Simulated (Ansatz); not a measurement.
**RbCl: which shells make which states**

```xyz
2
Lattice="0.0000 3.3087 3.3087 3.3087 0.0000 3.3087 3.3087 3.3087 0.0000" Properties=species:S:1:pos:R:3 pbc="T T T"
Rb    0.0000    0.0000    0.0000
Cl    3.3087    3.3087    3.3087
```

Atom numbers follow the list: Rb1, Cl2.

The cell is the one relaxed in the Materials Project (mp-23295), not relaxed further here; entries there can be hypothetical.

Method: Ansatz 0.2.0, DFT, PBEsol, all-electron LAPW, scalar-relativistic.

Settings: a Γ-centred 8×8×8 k mesh, Fermi–Dirac smearing of 0.02 eV, basis error target 1 meV/atom, no spin polarisation.

Weights are projections on a minimal set of Löwdin-orthogonalised atomic shells, summed over atoms of an element; the rest lies outside that basis, and weights on diffuse cation s shells are inflated where empty shells are missing from it. Energies are in eV from the valence-band top.

Points: U (0.625, 0.250, 0.625), X (0.500, 0.000, 0.500).

```
           state   character
    U, -11.94 eV           ?
     U, -8.18 eV  Rb 4p 97 %
     U, -8.04 eV           ?
     U, -8.02 eV  Rb 4p 98 %
     U, -0.40 eV           ?
     U, -0.29 eV  Cl 3p 96 %
     U, -0.22 eV  Cl 3p 98 %
    X, -11.90 eV           ?
     X, -8.22 eV  Rb 4p 97 %
X, -8.07 eV (×2)  Rb 4p 98 %
     X, -0.33 eV  Cl 3p 96 %
X, -0.10 eV (×2)  Cl 3p 98 %
```

(1) Give the missing entry: row "U, -11.94 eV", column "character".

(2) Fill in "character" for the row "U, -8.04 eV".

(3) Give the missing entry: row "U, -0.40 eV", column "character".

(4) What belongs in the row "X, -11.90 eV", column "character"?

Results:

(1) Cl 3s 98 %.

(2) Rb 4p 99 %.

(3) Cl 3p 94 %, Rb 5s 4 %.

(4) Cl 3s 97 %.
